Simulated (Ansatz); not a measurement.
# Ge (Cmmm) in Ansatz: further runs

Runs on Ge. Level: LDA. Tasks: single point, equation of state.

Everything below comes from runs of Ansatz 0.2.0. Logs are shortened: lines on timing, memory, paths and dates and some standing lists are left out, and cuts for length are marked.

## (1) The crystal as given

Symmetry: Cmmm, No. 65, orthorhombic system. Conventional cell: a = 2.794 Å, b = 5.201 Å, c = 2.698 Å, α = 90.00°, β = 90.00°, γ = 90.00°. Around Ge (site symmetry mmm) lie 8 Ge at 2.70 to 2.95 Å.

This isn't the form of Ge at room conditions, which is diamond.

## (2) Single point, LDA, 18.43 Å³/atom (volume scaled by 0.94)

The input, input.yaml:

```yaml
crystal:
  lattice:
    - [1.3686277522, -2.5474293491, 0.0]
    - [1.3686277522, 2.5474293491, 0.0]
    - [0.0, 0.0, 2.6431496057]
  atoms:
    - { symbol: Ge, position: [0.5, 0.5, 0.0] }
hamiltonian:
  xc: lda
  pseudopotentials: { kind: paw }
kpoints:
  mp_grid: { grid: [11, 11, 10] }
scf:
  occupations: { method: fermi_dirac, width: 0.05 }
output:
  forces: true
  stress: true
  eigenvalues: true
```

Potentials or basis: Ansatz PAW.

Run with:

```console
> ansatz run input.yaml --threads 2 --pin off --max-ram 5632MiB --backend cpu --events-out ev --progress --plain --runs-dir out
```

The program printed:

```text
Warning: RAYON_NUM_THREADS=2 ignored (pool sized by the plan → 2); use --threads N
Engine: ansatz 0.2.0, x86_64-unknown-linux-gnu
Pseudopotentials: kind: paw
Pseudopotential: Ge, paw, valence charge 14, recommended cutoff 420 eV (normal), Ge.paw.azcp
Functional definition: SPW92
  exchange = slater_x
  correlation = pw_c
Crystal: 1 atoms, lattice volume = 18.431 Å³
Basis set: ecut = 420 eV, 365 PW (Γ)
Bands: 11, of which v1, the nominal top of the filled ones, is band 7 counted from 1 (6 counted from 0)
Symmetry: 8 space group operations
Space group: Cmmm (ITA 65), of the structure as read, at distance tolerance 2.6e-5 Å
k-points: 216 of 1210
Non-local potential: Ge, projectors of the file, l = 0: 2, l = 1: 2, l = 2: 3, l = 3: 1
PAW form: soft (Blöchl's): semilocal exchange-correlation on the pseudo side does not see the compensation charge
PAW frozen core: Ge, regenerated for the run's functional, and the local potential with it (the file was generated under x = pbe(κ = 0.804, μ = 0.2195149727645171), c = pbe(β = 0.06672455060314922))
PAW one-centre angular grid: Ge, 590 points (default); XC on 64 Gauss nodes
Initial density: superposition of atomic densities (neutral atoms: chi_scale 0, normalization atom), corrected by the library's trained network
Initial wavefunctions: pseudopotential atomic-orbital guess
Functional: x = slater, c = lda
SCF iter   1: F=—  HF=-4215.515158 eV  |F-HF|=—  |Δ(HF+E_count)|=         —  Δρ=5.93e-3  dr2=2.96e-3  ethr=1.77e-3  ⟨swp⟩=5.6  Hψ=13905  notcnv=0
preconditioner: auto → none  [metal: Δε(μ)=0.030 eV  Ē_g=27.389 eV  σ=0.050 eV  W_gap=0.15  n_scr=8 (ndim 8)  ℏωp=32.4 eV  f_vac=0.000  D(μ)=0.43/eV (n_scr^D=0)  sad-step TF]
SCF iter   2: F=—  HF=-4215.513976 eV  |F-HF|=—  |Δ(HF+E_count)|=   1.18e-3  Δρ=3.26e-3  dr2=1.21e-3  ethr=2.11e-5  ⟨swp⟩=2.1  Hψ=5261  notcnv=0
SCF iter   3: F=—  HF=-4215.513576 eV  |F-HF|=—  |Δ(HF+E_count)|=   4.00e-4  Δρ=7.25e-4  dr2=3.26e-5  ethr=8.65e-6  ⟨swp⟩=2.0  Hψ=2802  notcnv=0
SCF iter   4: F=—  HF=-4215.513531 eV  |F-HF|=—  |Δ(HF+E_count)|=   4.52e-5  Δρ=9.42e-5  dr2=8.88e-7  ethr=2.33e-7  ⟨swp⟩=2.0  Hψ=3846  notcnv=0
iter 5 did not close the SCF: its close was put off for the readings that it lacked (scf_convergence_deferred on its scf_iter line)
SCF iter   5: F=-4215.513530 eV  HF=-4215.513530 eV  |F-HF|=1.20e-7  |Δ(HF+E_count)|=   7.10e-7  Δρ=2.54e-5  dr2=6.94e-8  ethr=6.34e-9  ⟨swp⟩=2.0  Hψ=3871  notcnv=0
SCF iter   6: F=-4215.513530 eV  HF=-4215.513530 eV  |F-HF|=1.98e-8  |Δ(HF+E_count)|=   4.41e-8  Δρ=1.06e-5  dr2=1.20e-8  ethr=4.96e-10  ⟨swp⟩=3.3  Hψ=7728  notcnv=0
SCF 1 converged in 6 iterations: F = -4215.513530 eV  dr2 = 1.20e-8
SCF converged after 6 iterations
Free energy (F): -4215.513530 eV
Harris-Foulkes:  -4215.513530 eV  (|F-HF|=1.98e-8)
Internal energy: -4215.509872 eV  (E = F + TS)
E sigma→0 (E₀):  -4215.511701 eV
Entropy (-TS):   -0.003658 eV (-3.658 meV/atom)
Fermi energy:    10.920550 eV
--- Per-component energies (eV) ---
  E_band       = -115.273576
  E_kinetic    = 111.650721
  E_local      = -2144.647983  (includes V_loc(G=0)·N_el)
  E_nonlocal   = 419.207030
  E_hartree    = 938.221219
  E_xc         = -75.622665
  E_vxc        = -65.595293  (∫ρ·V_xc dr)
  E_paw        = -1938.788462  (= ΣΔE_a)
  E_vpaw       = -312.337410  (= ΣTr[D̂ρ^β])
  E_aug_tail   = 0.000289  (compensation charges beyond the density's cutoff)
  E_ewald      = -1527.438345
  E_core_change = 1.908326  (= ΣΔE_core)
  E_smearing   = -0.003658  (= −TS)
  E_closure    = 0.000000  (closes the sum)
  Σ components = -4215.513530   (vs F -4215.513530, Δ=0.00e0)
--- Forces (eV/Å), atoms counted from 1 ---
  atom   1  Ge     0.00000000     0.00000000     0.00000000
  max |Σ_I F_I| component: 0.00e0 eV/Å
--- Stress (GPa, compression-positive) ---
       -0.187938       0.000000       0.000000
        0.000000      -3.574441       0.000000
        0.000000       0.000000      -1.492691
  P = ⅓ Tr σ = -1.7517 GPa (-17.517 kbar)
--- Band table (eV; the first three rows and the last of 216) ---
  k-point 0: bands = ["-13.8982", "-13.8247", "-13.7645", "-13.6425", "-13.6218", "-2.4269", "17.9021", "18.4346", "20.0368", "21.4305", "23.8587"]
  k-point 1: bands = ["-13.8762", "-13.8231", "-13.7635", "-13.6504", "-13.6293", "-2.2197", "15.3932", "18.6350", "20.2383", "23.4211", "24.5626"]
  k-point 2: bands = ["-13.8277", "-13.8102", "-13.7608", "-13.6708", "-13.6489", "-1.6007", "11.9705", "19.2131", "20.8193", "24.2947", "26.2902"]
  k-point 215: bands = ["-13.8403", "-13.8017", "-13.7136", "-13.6569", "-13.5635", "6.0086", "8.4173", "8.8921", "14.4215", "19.5067", "24.9700"]
```

Wall time 3.4 s (2 threads of Intel Xeon at 2.50GHz (Skylake/Cascade Lake), shared host); peak memory 0.34 GiB.

Results:

| Item | Value |
| --- | --- |
| Free energy | -4215.5135 eV |
| Pressure | -1.8 GPa |
| Band gap on the k mesh | none (metal or under the smearing width) |

Caveat: the PAW data sets come from PBE, with cores solved anew for the run's functional, which leaves a small shift of forces and pressure.

## (3) Single point, LDA, 18.82 Å³/atom (volume scaled by 0.96)

The input, input.yaml:

```yaml
crystal:
  lattice:
    - [1.3782662934, -2.5653695835, 0.0]
    - [1.3782662934, 2.5653695835, 0.0]
    - [0.0, 0.0, 2.6617639486]
  atoms:
    - { symbol: Ge, position: [0.5, 0.5, 0.0] }
hamiltonian:
  xc: lda
  pseudopotentials: { kind: paw }
kpoints:
  mp_grid: { grid: [11, 11, 10] }
scf:
  occupations: { method: fermi_dirac, width: 0.05 }
output:
  forces: true
  stress: true
  eigenvalues: true
  write_density: true
  write_potential: true
  elf: true
  volumetric_format: npy
```

Potentials or basis: Ansatz PAW.

Run with:

```console
> ansatz run input.yaml --threads 2 --pin off --max-ram 5632MiB --backend cpu --events-out ev --progress --plain --runs-dir out
```

Wall time 4.6 s (2 threads of Intel Xeon at 2.50GHz (Skylake/Cascade Lake), shared host); peak memory 0.35 GiB.

The run converged. Its results:

```
Free energy            : -4215.5074 eV
Pressure               : -3.2 GPa
Band gap on the k mesh : none (metal or under the smearing width)
```

Caveat: the PAW data sets come from PBE, with cores solved anew for the run's functional, which leaves a small shift of forces and pressure.

## (4) Single point, LDA, 19.21 Å³/atom (volume scaled by 0.98)

The input, input.yaml:

```yaml
crystal:
  lattice:
    - [1.3877718785, -2.5830623466, 0.0]
    - [1.3877718785, 2.5830623466, 0.0]
    - [0.0, 0.0, 2.6801215215]
  atoms:
    - { symbol: Ge, position: [0.5, 0.5, 0.0] }
hamiltonian:
  xc: lda
  pseudopotentials: { kind: paw }
kpoints:
  mp_grid: { grid: [11, 11, 10] }
scf:
  occupations: { method: fermi_dirac, width: 0.05 }
output:
  forces: true
  stress: true
  eigenvalues: true
```

Run with:

```console
> ansatz run input.yaml --threads 2 --pin off --max-ram 5632MiB --backend cpu --events-out ev --progress --plain --runs-dir out
```

Wall time 3.6 s (2 threads of Intel Xeon at 2.50GHz (Skylake/Cascade Lake), shared host); peak memory 0.34 GiB.

Results (log left out):

- Free energy: -4215.4980 eV
- Pressure: -4.5 GPa
- Band gap on the k mesh: none (metal or under the smearing width)

Caveat: the PAW data sets come from PBE, with cores solved anew for the run's functional, which leaves a small shift of forces and pressure.

## (5) Single point, LDA, 19.61 Å³/atom

input.yaml: that of step 4 with these lines changed.

```diff
@@ -2,5 +2,5 @@
   lattice:
-    - [1.3877718785, -2.5830623466, 0.0]
-    - [1.3877718785, 2.5830623466, 0.0]
-    - [0.0, 0.0, 2.6801215215]
+    - [1.397149, -2.600516, 0.0]
+    - [1.397149, 2.600516, 0.0]
+    - [0.0, 0.0, 2.698231]
   atoms:
```

Run with:

```console
> ansatz run input.yaml --threads 2 --pin off --max-ram 5632MiB --backend cpu --events-out ev --progress --plain --runs-dir out
```

Run time: 3.8 s. Hardware: 2 threads of Intel Xeon at 2.50GHz (Skylake/Cascade Lake), shared host; peak memory 0.34 GiB.

The run converged. Its results:

| Item | Value |
| --- | --- |
| Free energy | -4215.4856 eV |
| Pressure | -5.6 GPa |
| Band gap on the k mesh | none (metal or under the smearing width) |

Caveat: the PAW data sets come from PBE, with cores solved anew for the run's functional, which leaves a small shift of forces and pressure.

## (6) Single point, LDA, 20.00 Å³/atom (volume scaled by 1.02)

input.yaml: that of step 5 with these lines changed.

```diff
@@ -2,5 +2,5 @@
   lattice:
-    - [1.397149, -2.600516, 0.0]
-    - [1.397149, 2.600516, 0.0]
-    - [0.0, 0.0, 2.698231]
+    - [1.406401912, -2.6177384622, 0.0]
+    - [1.406401912, 2.6177384622, 0.0]
+    - [0.0, 0.0, 2.7161006002]
   atoms:
@@ -18 +18,5 @@
   eigenvalues: true
+  write_density: true
+  write_potential: true
+  elf: true
+  volumetric_format: npy
```

Potentials or basis: Ansatz PAW.

Run with:

```console
> ansatz run input.yaml --threads 2 --pin off --max-ram 5632MiB --backend cpu --events-out ev --progress --plain --runs-dir out
```

Wall time 5.4 s (2 threads of Intel Xeon at 2.50GHz (Skylake/Cascade Lake), shared host); peak memory 0.35 GiB.

It converged, with:

```yaml
Free_energy: -4215.4705 eV
Pressure: -6.6 GPa
Band_gap_on_the_k_mesh: none (metal or under the smearing width)
```

Caveat: the PAW data sets come from PBE, with cores solved anew for the run's functional, which leaves a small shift of forces and pressure.

## (7) Single point, LDA, 20.39 Å³/atom (volume scaled by 1.04)

input.yaml: that of step 6 with these lines changed.

```diff
@@ -2,5 +2,5 @@
   lattice:
-    - [1.406401912, -2.6177384622, 0.0]
-    - [1.406401912, 2.6177384622, 0.0]
-    - [0.0, 0.0, 2.7161006002]
+    - [1.4155346479, -2.6347372402, 0.0]
+    - [1.4155346479, 2.6347372402, 0.0]
+    - [0.0, 0.0, 2.7337381113]
   atoms:
```

Run with:

```console
> ansatz run input.yaml --threads 2 --pin off --max-ram 5632MiB --backend cpu --events-out ev --progress --plain --runs-dir out
```

It took 5.2 s on 2 threads of Intel Xeon at 2.50GHz (Skylake/Cascade Lake), shared host; peak memory 0.35 GiB.

Results (log left out):

```yaml
Free_energy: -4215.4531 eV
Pressure: -7.5 GPa
Band_gap_on_the_k_mesh: none (metal or under the smearing width)
```

Caveat: the PAW data sets come from PBE, with cores solved anew for the run's functional, which leaves a small shift of forces and pressure.

## (8) Single point, LDA, 20.78 Å³/atom (volume scaled by 1.06)

input.yaml: that of step 7 with these lines changed.

```diff
@@ -2,5 +2,5 @@
   lattice:
-    - [1.4155346479, -2.6347372402, 0.0]
-    - [1.4155346479, 2.6347372402, 0.0]
-    - [0.0, 0.0, 2.7337381113]
+    - [1.4245510352, -2.6515194585, 0.0]
+    - [1.4245510352, 2.6515194585, 0.0]
+    - [0.0, 0.0, 2.7511509255]
   atoms:
```

Run with:

```console
> ansatz run input.yaml --threads 2 --pin off --max-ram 5632MiB --backend cpu --events-out ev --progress --plain --runs-dir out
```

Wall time 4.7 s (2 threads of Intel Xeon at 2.50GHz (Skylake/Cascade Lake), shared host); peak memory 0.35 GiB.

It converged, with:

```yaml
Free_energy: -4215.4336 eV
Pressure: -8.3 GPa
Band_gap_on_the_k_mesh: none (metal or under the smearing width)
```

Caveat: the PAW data sets come from PBE, with cores solved anew for the run's functional, which leaves a small shift of forces and pressure.

## (9) Equation of state, LDA

Potentials or basis: Ansatz PAW.

No new run: the results of the series are fitted here.

Results:

| Item | Value |
| --- | --- |
| Equilibrium volume | 18.01 Å³/atom (rough: see the caveat) |
| Bulk modulus at fixed shape and positions | 81 GPa (rough) |

Energy against volume, from the lowest point:
```csv
volume (Å³/atom),energy (meV/atom)
18.431,0.00
18.823,6.10
19.215,15.55
19.607,27.97
19.999,43.03
20.391,60.43
20.783,79.88
```

Caveat: the minimum lies outside the volumes run; the cell was scaled at fixed shape and fractional positions, which overstates the stiffness of a crystal with free parameters, most of all of layers and chains.
